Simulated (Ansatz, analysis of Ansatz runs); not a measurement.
# LaOF (R-3m), nudged elastic band: Na_i hop between interstitial places (q = 0), part 4 of 4

How high is the barrier when Na changes place in LaOF (R-3m)? The case: Na_i hop between interstitial places, charge 0, in a cell of 36 host atoms with 1 Na put in.

Ansatz 0.2.0; plane-wave PAW DFT, PBEsol; nudged elastic band between two relaxed defect structures.

So far, barrier forward (eV): step 4 (nudged elastic band, charge 0) 2.68.

### Step 5. Single point at the start point, PBEsol, denser k-mesh

Three single points on a mesh of more k-points (start, top, end) test the sampling. The start is shown; top and end are run alike.

This step: plane-wave PAW DFT, PBEsol; single point of a defect supercell on a structure of the PBEsol path.

Contents of q0_M1.start.mesh/input.yaml:

```yaml
crystal:
  lattice:
    - [-4.01323029, 6.95111876, 0.0]
    - [-12.03969086, 0.0, 0.0]
    - [-2.00661514, 1.15851979, 6.68937331]
  atoms:
    - { symbol: La, position: [0.13171323, 0.08285466, 0.22733974] }
    - { symbol: La, position: [0.37456416, 0.24528628, 0.77193102] }
[... 2 atom lines left out ...]
    - { symbol: F, position: [0.06300316, 0.04349389, 0.61011241] }
    - { symbol: F, position: [0.43584198, 0.29061814, 0.38792805] }
[... 4 atom lines left out ...]
    - { symbol: F, position: [0.05771173, 0.37855169, 0.60899372] }
    - { symbol: F, position: [0.44338976, 0.62007996, 0.39246461] }
[... 7 atom lines left out ...]
    - { symbol: La, position: [0.87569689, 0.23925653, 0.78125615] }
[... 1 atom line left out ...]
    - { symbol: O, position: [0.81338695, 0.20568864, 0.13119241] }
[... 1 atom line left out ...]
    - { symbol: F, position: [0.93275495, 0.29473117, 0.39198901] }
    - { symbol: La, position: [0.62973757, 0.41519554, 0.21403681] }
[... 1 atom line left out ...]
    - { symbol: O, position: [0.6937502, 0.45709985, 0.85942418] }
    - { symbol: O, position: [0.80500144, 0.53718129, 0.14657447] }
    - { symbol: F, position: [0.57075517, 0.37787084, 0.60797114] }
[... 7 atom lines left out ...]
    - { symbol: Na, position: [0.74735296, 0.50107232, 0.50661645] }
basis:
  ecutwfc: 420
  xc_grid: 2
hamiltonian:
  xc: pbesol
kpoints:
  mp_grid: { grid: [2, 2, 2], shift: [0.5, 0.5, 0.5] }
magnetization:
  spin_polarized: true
  initial_magnetization: 1
  spin_locking: { lock_magnetization: hard }
scf:
  occupations: { method: fixed }
  max_iter: 80
output:
  forces: true
  eigenvalues: true
checkpoint:
  write: "../q0_M1.start.mesh.run"
  compress: false
  write_wavefunctions: false
  write_every: 100000
```

Command:

```
$ ansatz run input.yaml --threads 4 --pin off --max-ram 7536MiB --backend cpu --events-out ev --progress --plain --runs-dir out
```

Numbers of over 12 decimals in the logs are rounded to 6 here.

The program printed:

```text
[...]
Crystal: 37 atoms, lattice volume = 559.829 Å³
Basis set: ecut = 420 eV, 10937 PW (Γ), exchange–correlation on 108×162×96 points (8 copies of the dense FFT grid, shifted against one another)
Bands: 186, of which v1, the nominal top of the filled ones, is band 149 counted from 1 (148 counted from 0)
Symmetry: 1 space group operations
[...]
k-points: 4 of 8 (time reversal used)
[...]
Starting moments: Σ|m| = 1 μB on 37 of 37 sites
[...]
SCF iter   1: F=—  HF=-91932.066660 eV  |F-HF|=—  |Δ(HF+E_count)|=         —  Δρ=2.70e-1 (↑2.70e-1 ↓2.68e-1)  dr2=2.93e3  dr2_m=3.25e-2  M=1.000 μB ∫|m|=1.006 μB  β_m=0.30  ethr=3.10e-3  ⟨swp⟩=4.0  Hψ=4926  notcnv=0  defer=206
[...]
--- Forces (eV/Å), atoms counted from 1 ---
  atom   1  La    -0.14014578    -0.07556477    -0.00664791
  atom   2  La     0.08737088     0.03724117     0.04107451
  [... 2 atoms left out ...]
  atom   5  F     -0.00924447     0.03403474     0.02151371
  [... 5 atoms left out ...]
  atom  11  F     -0.02153917     0.03706740     0.01344193
  atom  12  F     -0.00156766    -0.04674872    -0.02301126
  [... 7 atoms left out ...]
  atom  20  La     0.11198056     0.02460253     0.03637936
  [... 3 atoms left out ...]
  atom  24  F      0.02166431    -0.00418475    -0.02803588
  atom  25  La    -0.03386247    -0.02250417    -0.01551073
  [... 1 atom left out ...]
  atom  27  O     -0.16001661    -0.11476787    -0.01794964
  atom  28  O     -0.00595789     0.04361805    -0.01729685
  atom  29  F     -0.04181117     0.02435598    -0.01085601
  [... 7 atoms left out ...]
  atom  37  Na     0.01447253    -0.01218999     0.01186853
  max |Σ_I F_I| component: 1.72e-5 eV/Å
--- Band table (eV; the first three rows and the last of 8) ---
[...]
[... further k-points left out ...]
[key lines of the parts left out:]
SCF converged after 18 iterations
Magnetization: 1.0000 μB (149.0000 up, 148.0000 down)
Free energy (F): -91820.241861 eV
Fermi energy:    12.391091 (↑ 12.391091, ↓ 8.648272) eV
```

The job ended after 37 s (4 threads of Intel Xeon 6975P-C (Granite Rapids), shared host; peak memory 2.6 GiB).

Numbers from this step:

- free energy: -91820.2419 eV
- total moment: 1 μB
- integral of the absolute spin density: 1.021 μB
- spin contamination: 0.001464

### Step 6. Barrier from single points, PBEsol, denser k-mesh

Analysis of the runs above: barrier from PBEsol single points on the PBEsol path.

It gives:

| Item | Value |
| --- | --- |
| barrier forward | 2.778 eV |
| barrier backward | 2.779 eV |
| end less start | -0.001040 eV |

This gives 2.778 eV against the band's 2.677 eV (backward 2.779 against 2.677 eV), so the sampling matters here.

### Step 7. Band with another choice: steps far too long

This step: plane-wave PAW DFT, PBEsol; nudged elastic band between two relaxed defect structures.

Contents of q0_M1.try0/input.yaml:

```yaml
crystal:
  lattice:
    - [-4.01323029, 6.95111876, 0.0]
    - [-12.03969086, 0.0, 0.0]
    - [-2.00661514, 1.15851979, 6.68937331]
  atoms:
    - { symbol: La, position: [0.13171323, 0.08285466, 0.22733974] }
    - { symbol: La, position: [0.37456416, 0.24528628, 0.77193102] }
    - { symbol: O, position: [0.19101299, 0.12351086, 0.87022766] }
    - { symbol: O, position: [0.31139502, 0.20746652, 0.13000265] }
    - { symbol: F, position: [0.06300316, 0.04349389, 0.61011241] }
    - { symbol: F, position: [0.43584198, 0.29061814, 0.38792805] }
    - { symbol: La, position: [0.13883383, 0.41852508, 0.21674566] }
    - { symbol: La, position: [0.34921871, 0.58904532, 0.78325068] }
    - { symbol: O, position: [0.19866924, 0.45004338, 0.86534029] }
    - { symbol: O, position: [0.31848772, 0.53842373, 0.13248162] }
    - { symbol: F, position: [0.05771173, 0.37855169, 0.60899372] }
    - { symbol: F, position: [0.44338976, 0.62007996, 0.39246461] }
    - { symbol: La, position: [0.12459518, 0.75093109, 0.2232671] }
    - { symbol: La, position: [0.36948919, 0.91571927, 0.77286324] }
    - { symbol: O, position: [0.19051577, 0.79722889, 0.86790471] }
    - { symbol: O, position: [0.30828451, 0.87599832, 0.13240667] }
    - { symbol: F, position: [0.06518239, 0.71157749, 0.60215712] }
    - { symbol: F, position: [0.4353321, 0.95659, 0.38924992] }
    - { symbol: La, position: [0.62828232, 0.08480664, 0.22859775] }
    - { symbol: La, position: [0.87569689, 0.23925653, 0.78125615] }
    - { symbol: O, position: [0.69015693, 0.12351077, 0.86978399] }
    - { symbol: O, position: [0.81338695, 0.20568864, 0.13119241] }
    - { symbol: F, position: [0.56488831, 0.04316536, 0.61044994] }
    - { symbol: F, position: [0.93275495, 0.29473117, 0.39198901] }
    - { symbol: La, position: [0.62973757, 0.41519554, 0.21403681] }
    - { symbol: La, position: [0.87666352, 0.58604746, 0.7918064] }
    - { symbol: O, position: [0.6937502, 0.45709985, 0.85942418] }
    - { symbol: O, position: [0.80500144, 0.53718129, 0.14657447] }
    - { symbol: F, position: [0.57075517, 0.37787084, 0.60797114] }
    - { symbol: F, position: [0.92871279, 0.61909759, 0.40024221] }
    - { symbol: La, position: [0.63024316, 0.75869633, 0.21638443] }
    - { symbol: La, position: [0.87266798, 0.91142231, 0.77706724] }
    - { symbol: O, position: [0.67926467, 0.79766325, 0.86655533] }
    - { symbol: O, position: [0.80437117, 0.88160186, 0.1343655] }
    - { symbol: F, position: [0.56840358, 0.70404998, 0.6110829] }
    - { symbol: F, position: [0.93650525, 0.9561992, 0.38880088] }
    - { symbol: Na, position: [0.74735296, 0.50107232, 0.50661645] }
basis:
  ecutwfc: 420
  xc_grid: 2
hamiltonian:
  xc: pbesol
kpoints:
  mp_grid: { grid: [1, 1, 1] }
magnetization:
  spin_polarized: true
  initial_magnetization: 1
  spin_locking: { lock_magnetization: hard }
scf:
  occupations: { method: fixed }
  max_iter: 80
output:
  forces: true
neb:
  images: 3
  f_tol: 0.05
  climbing: true
  initial_path: idpp
  max_iterations: 12
  order_check: false
  max_displacement: 2.0
  final_atoms:
    - { symbol: La, position: [0.15118003, 0.07869749, 0.21730792] }
    - { symbol: La, position: [0.36139634, 0.24910762, 0.78399749] }
[... 2 atom lines left out ...]
    - { symbol: F, position: [0.05722307, 0.04756357, 0.60838711] }
    - { symbol: F, position: [0.44259026, 0.28913787, 0.39178036] }
[... 4 atom lines left out ...]
    - { symbol: F, position: [0.06436871, 0.37709141, 0.61248377] }
    - { symbol: F, position: [0.43738459, 0.62411889, 0.3905471] }
[... 7 atom lines left out ...]
    - { symbol: La, position: [0.87074195, 0.25250007, 0.78668567] }
[... 1 atom line left out ...]
    - { symbol: O, position: [0.80653042, 0.21044379, 0.14110439] }
[... 1 atom line left out ...]
    - { symbol: F, position: [0.92980666, 0.28961578, 0.39241948] }
    - { symbol: La, position: [0.62469866, 0.42847928, 0.21936837] }
[... 1 atom line left out ...]
    - { symbol: O, position: [0.68707525, 0.46200553, 0.86941949] }
    - { symbol: O, position: [0.81020288, 0.54418169, 0.13098238] }
    - { symbol: F, position: [0.56769705, 0.37310785, 0.6085607] }
[... 7 atom lines left out ...]
    - { symbol: Na, position: [0.75312698, 0.16650452, 0.49421816] }
```

The program printed:

```text
[... repeated set-up lines and file paths are left out, and long positions are rounded to six places ...]
Warning: neb: disabling space-group detection — the band's intermediate images generally break the endpoint symmetry, so no spatial operation reduces the k-mesh or symmetrises the density, except that a semilocal band can use its path's symmetry ahead of [...]
Engine: ansatz 0.2.0, x86_64-unknown-linux-gnu
Pseudopotentials: kind: paw
Pseudopotential: La, paw, valence charge 11, recommended cutoff 420 eV (normal), La.paw.azcp
Pseudopotential: O, paw, valence charge 6, recommended cutoff 420 eV (normal), O.paw.azcp
Pseudopotential: F, paw, valence charge 7, recommended cutoff 420 eV (normal), F.paw.azcp
Pseudopotential: Na, paw, valence charge 9, recommended cutoff 420 eV (normal), Na.paw.azcp
Functional definition: PBEsol
  exchange = pbesol_x
  correlation = pbesol_c
parallel-image band execution: 3 concurrent image workers
NEB image 0
Crystal: 37 atoms, lattice volume = 559.829 Å³
Basis set: ecut = 420 eV, 10937 PW (Γ), exchange–correlation on 108×162×96 points (8 copies of the dense FFT grid, shifted against one another)
Bands: 186, of which v1, the nominal top of the filled ones, is band 149 counted from 1 (148 counted from 0)
Symmetry: 1 space group operations
k-points: 1
Non-local potential: La, projectors of the file, l = 0: 3, l = 1: 2, l = 2: 2, l = 3: 3
Non-local potential: O, projectors of the file, l = 0: 2, l = 1: 2, l = 2: 1
Non-local potential: F, projectors of the file, l = 0: 2, l = 1: 2, l = 2: 1
Non-local potential: Na, projectors of the file, l = 0: 3, l = 1: 2, l = 2: 1
[...]
E_aug_tail   = 0.053822  (compensation charges beyond the density's cutoff)
  E_ewald      = -18736.880700
  E_core_change = 3.021574  (= ΣΔE_core)
  E_smearing   = -0.000000  (= −TS)
  E_closure    = -0.000000  (closes the sum)
  Σ components = -91777.965921   (vs F -91777.965921, Δ=0.00e0)
--- Forces (eV/Å), atoms counted from 1 ---
  atom   1  La    -1.38564977    -5.51845434    -5.16260586
  atom   2  La    -0.95389932    -2.33184749     2.75098836
  [... 2 atoms left out ...]
  atom   5  F      0.70998345    -3.59594451     3.98135221
  [... 5 atoms left out ...]
  atom  11  F      0.43094892    -0.83614442    -0.91343280
  atom  12  F     -0.74526051     0.34478011    -2.14785492
  [... 7 atoms left out ...]
  atom  20  La     8.40922622    -7.17300162    45.61826772
  [... 3 atoms left out ...]
  atom  24  F     -8.18121392     5.87140947   -44.93502251
  atom  25  La    10.31732042     2.02409504   -30.02892032
  [... 1 atom left out ...]
  atom  27  O      0.70107448     2.35608654     0.36350779
  atom  28  O     -0.00693405    -1.03867336     1.34522312
  atom  29  F     -8.44359161     0.90765564    30.72820096
  [... 7 atoms left out ...]
  atom  37  Na     0.61522059    -4.35797091     7.32024948
  max |Σ_I F_I| component: 6.62e-5 eV/Å
--- Band table (eV) ---
  k-point 0 ↑: bands = ["-40.4419", "-27.0216", "-24.9547", "-21.8380", [... 178 left out ...] "15.1621", "15.1656", "15.1980", "15.2280"]
  k-point 0 ↓: bands = ["-40.4375", "-27.0179", "-24.9477", "-21.8101", [... 178 left out ...] "15.1528", "15.1681", "15.2129", "15.2647"]
End of that report.
this run last wrote the band of iteration 12 to <dir>
Error: NEB band did not converge after 12 iterations: max|band force component| = 4.72e1 eV/Å (threshold 5.0e-2); [...]
this run wrote the band of iteration 12 to <dir> as well, whether or not its events were kept: a new run's `neb.initial_path` can list its `images[].positions_ang`
a run's events are kept only if it was started with --events-out <file>, and are in that file
[key lines of the parts left out:]
Magnetization: 1.0000 μB (149.0000 up, 148.0000 down)
Free energy (F): -91777.965921 eV
Fermi energy:    11.863531 (↑ 11.863531, ↓ 9.932234) eV
```

Wall time 3 min (4 threads); peak memory 2.5 GiB.

The run stopped before the relaxation met all its tests.

The program's message: “Error: NEB band did not converge after 12 iterations: max|band force component| = 4.72e1 eV/Å (threshold 5.0e-2); [...]”

The fault put into the input: steps far too long.

What was changed: steps far too long.

Cause: the step length lets images overshoot the valley. Fix: go back to the default step.

### Step 8. Outcome

| Item | Value |
| --- | --- |
| barrier forward | 2.68 eV (in doubt, see below) |
| barrier backward | 2.68 eV |
| end less start | 0.00 eV |
| hop length | 4.03 Å |
| band iterations, as the log counts them | 13 |
| barrier from single points, PBEsol, denser k-mesh | 2.78 eV (in doubt, see below) |

The top of the band lies 2.68 eV above the start and 2.68 eV above the end, which are alike in energy and neighbours. In at least one step between neighbouring images a covalent bond changes partner or an atom goes far. The images sample such a step coarsely, so the top may lie higher. On the mesh of more k-points the top lies 2.78 eV above the start and 2.78 eV above the end, so the band's own sampling is not converged. At the top Na37 stands 1.99 Å from its nearest F, 0.35 Å closer than at the start. The order of the top as a saddle was not checked for all atoms, so a bent path could be lower. Keep in mind: sampling at the zone centre alone can move energies of charged and open-shell states by tenths of an eV or more in cells of this size; periodic copies of the defect are only 7.1 Å apart; PBEsol makes the gap too small and tends to spread out bound carriers; spin–orbit coupling, which can matter with heavy atoms, is left out.

[Logs are printed without paths, hosts, clocks, repeated set-up lines and the standing remarks that a program may print on its own settings, such as how far it seeks lower states.]

[Hosts, paths, dates, database ids (printed as entryN), source tags and the programs' standing remarks are cut or masked in the printed files.]
